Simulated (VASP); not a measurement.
Crystal: HfO2.

```xyz
12
Lattice="5.5564 0.0000 0.0000 0.0000 3.3336 0.0000 0.0000 0.0000 6.5050" Properties=species:S:1:pos:R:3 pbc="T T T"
Hf    4.1600    2.5002    3.9542
Hf    1.3964    0.8334    2.5508
Hf    1.3818    2.5002    5.8033
Hf    4.1746    0.8334    0.7017
O     3.5533    0.8334    2.7542
O     2.0031    2.5002    3.7508
O     0.7751    0.8334    0.4983
O     4.7813    2.5002    6.0067
O     2.8937    0.8334    5.4736
O     2.6627    2.5002    1.0313
O     0.1155    0.8334    4.2838
O     5.4409    2.5002    2.2212
```

Measurements of this composition are mostly on another form, of space group No. 14.

Base run:

| Quantity | Value |
| --- | --- |
| Program | VASP 6.6.1 |
| Functional | PBE |
| Potentials or basis | VASP PAW PBE potentials, release 64 (Hf_pv, O) |
| Cutoff | 520 eV |
| k mesh | 4 × 6 × 3 |
| Occupations | fermi-dirac, width 0.05 eV |
| Spin | no spin polarisation |

Its results: band gap on the k mesh 3.40 eV, direct.

The run is repeated on the same cell with these changes: functional from PBE to LDA; potentials or basis from VASP PAW PBE potentials, release 64 (Hf_pv, O) to VASP PAW LDA potentials, release 64 (Hf_pv, O). What comes out?

Band gap on the k mesh 3.25 eV, direct.

Caveats: spin-orbit coupling is left out, which moves the levels of the heavy elements.
